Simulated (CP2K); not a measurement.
The system is TiO2 (Anatase).

```
Ti O
1.0
     5.45820    0.00000    0.00000
     2.83460    4.66444    0.00000
    -4.14640   -2.33222    2.67583
Ti O
2 4
Direct
  0.75000 0.25000 0.50000
  0.00000 0.00000 0.00000
  0.79190 0.79190 0.00000
  0.54190 0.04190 0.50000
  0.95810 0.45810 0.50000
  0.20810 0.20810 0.00000
```

| Property | Result |
| --- | --- |
| Program | CP2K 2026.2 |
| Task | single point |
| Functional | PBE |
| Potentials or basis | POTENTIAL_UZH Ti GTH-PBE-q12, O GTH-PBE-q6; TZVP-MOLOPT-PBE-GTH basis |
| Density cutoff | 8163 eV |
| k mesh | 10 × 10 × 10 |
| Occupations | fermi-dirac, width 0.05 eV |
| Spin | no spin polarisation |

On this cell: pressure 6.0 GPa; largest force 0.131 eV/Å; band gap on the k mesh 2.07 eV, indirect (least direct gap 2.42 eV).

The same run follows on a disturbed copy (atoms moved at random, drawn with an rms of 0.05 Å):

```
CELL_PARAMETERS angstrom
5.45820 0.00000 0.00000
2.83460 4.66444 0.00000
-4.14640 -2.33222 2.67583
ATOMIC_POSITIONS crystal
Ti 0.74925 0.24974 0.49428
Ti 0.00300 0.99677 0.00022
O 0.78263 0.79509 0.99737
O 0.54145 0.03977 0.50117
O 0.95029 0.44987 0.47609
O 0.21551 0.20969 0.00559
```

Question: What does the disturbed cell give?

Answer: The energy moves by +8.0 meV/atom; pressure 5.1 GPa; largest force 0.885 eV/Å; band gap on the k mesh 1.99 eV, indirect (least direct gap 2.39 eV).

Forces in eV/Å, atoms in the order of the input:
```
Ti  -0.286 -0.165  0.091
Ti   0.258  0.080 -0.069
O    0.492 -0.439 -0.286
O    0.235  0.075 -0.169
O   -0.493  0.197  0.708
O   -0.194  0.260 -0.276
```

Stress tensor (GPa, compression positive):
```
 3.11 -0.74 -0.09
-0.74  6.20  1.66
-0.09  1.66  6.04
```

Caveats: the basis of atomic orbitals isn't converged, which shifts pressures, moduli and gaps.

A k mesh can miss the band edges.
